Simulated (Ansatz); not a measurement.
Runs of Ansatz 0.2.0 on GaN. It takes space group P6_3mc (No. 186, hexagonal). The conventional cell has a = 3.180 Å, b = 3.180 Å, c = 5.166 Å, α = 90.00°, β = 90.00°, γ = 120.00°. Ga (site symmetry 3m) is surrounded by 4 N at 1.94 to 1.95 Å. N (site symmetry 3m) has 4 Ga at 1.94 to 1.95 Å as nearest neighbours. 

```tsv
task	level	spin	cell	cutoff (eV)	smearing	points for each segment of the path	gap on the mesh (eV)	pressure (GPa)	relaxed volume (Å³/atom)	largest force (eV/Å)
relaxation of cell and atoms	BLYP	off	relaxed	420	fermi-dirac 0.05 eV	-	1.57	0.0	(a)	-
band structure	PBE	SOC, no magnetisation	as given	420	fermi-dirac 0.05 eV	14	1.96	7.3	-	0.14
Born charges and dielectric tensor	PBEsol	off	as given	420	fixed	-	(c)	-	-	-
relaxation of cell and atoms	SVWN5	off	relaxed	420	fermi-dirac 0.05 eV	-	(b)	0.0	11.04	-
single point	PBE	off	as given	300	fermi-dirac 0.05 eV	-	1.94	7.3	-	0.15
```

Alike in all rows: potentials or basis Ansatz PAW; k mesh 10 × 10 × 5.

Estimate the missing entries.

(a) 12.14; (b) 2.13; (c) 1.91.

Caveats: odd divisions of the mesh miss points on the zone boundary, where band edges often lie, so the gap on the mesh can be too wide (some runs); the PAW data sets come from PBE, with cores solved anew for the run's functional, which leaves a small shift of forces and pressure (some runs); the plane-wave basis is chosen anew once the cell has moved, so the energies of steps on either side of that aren't comparable (some runs); the pressure holds a Pulay correction of +18.0 GPa for the finite cutoff (some runs); the cutoff lies under the one recommended for these potentials (some runs).

A k mesh can miss the band edges, and rows without SOC leave out spin-orbit coupling on Ga.
